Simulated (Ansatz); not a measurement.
# MnSb in Ansatz: the effect of starting spin order

The system is MnSb.

```
CELL_PARAMETERS angstrom
4.15000 0.00000 0.00000
-2.07500 3.59401 0.00000
0.00000 0.00000 5.78000
ATOMIC_POSITIONS crystal
Sb 0.66667 0.33333 0.75000
Sb 0.33333 0.66667 0.25000
Mn 0.00000 0.00000 0.50000
Mn 0.00000 0.00000 0.00000
```

Alike in all runs:

- Program: Ansatz 0.2.0
- Task: single point
- Functional: PBEsol
- Potentials or basis: Ansatz PAW
- Cutoff: 420 eV (not typed: the program's choice for these potentials)
- k mesh: 7 × 7 × 5
- Occupations: fermi-dirac, width 0.05 eV

Task: One run gave: energy over the lowest run 492.0 meV/atom; final net moment 0.00 μB; final largest site moment 0.00 μB. Which starting spin order did it use?
A. ferromagnetic start, larger moments
B. fm
C. random
D. spin off

Result: D.

| starting spin order | spin | starting moments | energy over the lowest run (meV/atom) | final net moment (μB) | final largest site moment (μB) |
| --- | --- | --- | --- | --- | --- |
| spin off | no spin polarisation | - | 492.0 | 0.00 | 0.00 |
| fm | collinear spin, ferromagnetic start | [0.0, 0.0, 4.0, 4.0] μB | 0.0 | 6.70 | 3.42 |
| random | collinear spin, random start | [0.0, 0.0, 3.15, 4.8] μB | 0.0 | 6.70 | 3.42 |
| ferromagnetic start, larger moments | collinear spin, ferromagnetic start | [0.0, 0.0, 5.5, 5.5] μB | 0.0 | 6.70 | 3.42 |
